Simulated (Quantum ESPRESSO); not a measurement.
Runs of Quantum ESPRESSO 7.5 on MgO. The structure is cubic, space group Fm-3m (No. 225). The conventional cell has a = 4.194 Å, b = 4.194 Å, c = 4.194 Å, α = 90.00°, β = 90.00°, γ = 90.00°. Around Mg (site symmetry m-3m) lie 6 O at 2.10 Å. O (site symmetry m-3m) is surrounded by 6 Mg at 2.10 Å. The cell is a database's computed one.

```tsv
task	level	potentials or basis	cell	k mesh	cutoff (eV)	form of the LDA correlation	mesh quality	gap on the mesh (eV)	pressure (GPa)
dielectric tensor	PBEsol	PseudoDojo 0.4.1 SR PBEsol standard	as given	10 × 10 × 10	1143	-	not flagged	4.79	2.3
dielectric tensor	PBEsol	PseudoDojo 0.4.1 SR PBEsol standard	as given	12 × 12 × 12	1143	-	not flagged	4.79	2.3
dielectric tensor	PBEsol	PseudoDojo 0.4.1 SR PBEsol standard	as given	14 × 14 × 14	1143	-	not flagged	4.79	2.3
dielectric tensor	WC	PseudoDojo 0.4.1 SR PBE standard	as given	8 × 8 × 8, shifted	1143	-	not flagged	-	3.1
phonons	PBE	GBRV 1.5 PBE	relaxed	6 × 6 × 6, shifted	612	-	not flagged	-	-0.1
dielectric tensor	PBEsol	PseudoDojo 0.4.1 SR PBEsol standard	as given	6 × 6 × 6	1143	-	coarse	4.79	2.3
dielectric tensor	LDA	PseudoDojo 0.4.1 SR LDA standard	as given	8 × 8 × 8, shifted	1143	PW92	not flagged	-	(a)
phonons	PBE	GBRV 1.5 PBE	relaxed to 10 GPa	6 × 6 × 6, shifted	612	-	not flagged	-	10.0
```

Alike in all rows: no spin polarisation; smearing fermi-dirac 0.05 eV.

Q: Estimate the missing entries.

A: (a) -4.0.

Caveats: some runs use coarse meshes; on a mesh that holds Γ this program's dielectric tensor can be off by some percent beyond the error of the mesh (some runs); the cell is more than 3 GPa from zero pressure, which shifts response properties (some runs); the potentials were made for another functional, which shifts forces and pressure (some runs).

A k mesh can miss the band edges.
